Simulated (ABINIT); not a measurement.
AlN:

```
Al N
1.0
     0.00000    2.18399    2.18399
     2.18399    0.00000    2.18399
     2.18399    2.18399    0.00000
Al N
1 1
Direct
  0.00000 0.00000 0.00000
  0.25000 0.25000 0.25000
```

Measurements of this composition are mostly on another form, of space group No. 186.

Base run:

| Property | Result |
| --- | --- |
| Program | ABINIT 10.8.3 (patched build) |
| Functional | OLYP |
| Potentials or basis | JTH PAW PBE v2.0 |
| Cutoff | 680 eV |
| k mesh | 10 × 10 × 10 |
| Occupations | fermi-dirac, width 0.05 eV |
| Spin | no spin polarisation |

Its results: band gap on the k mesh 3.44 eV, indirect (least direct gap 4.30 eV).

The run is repeated on the same cell with these changes: functional from OLYP to HCTH407. What comes out?

Band gap on the k mesh 3.71 eV, indirect (least direct gap 4.52 eV).

A k mesh can miss the band edges.

Not every run made on this cell is shown here.
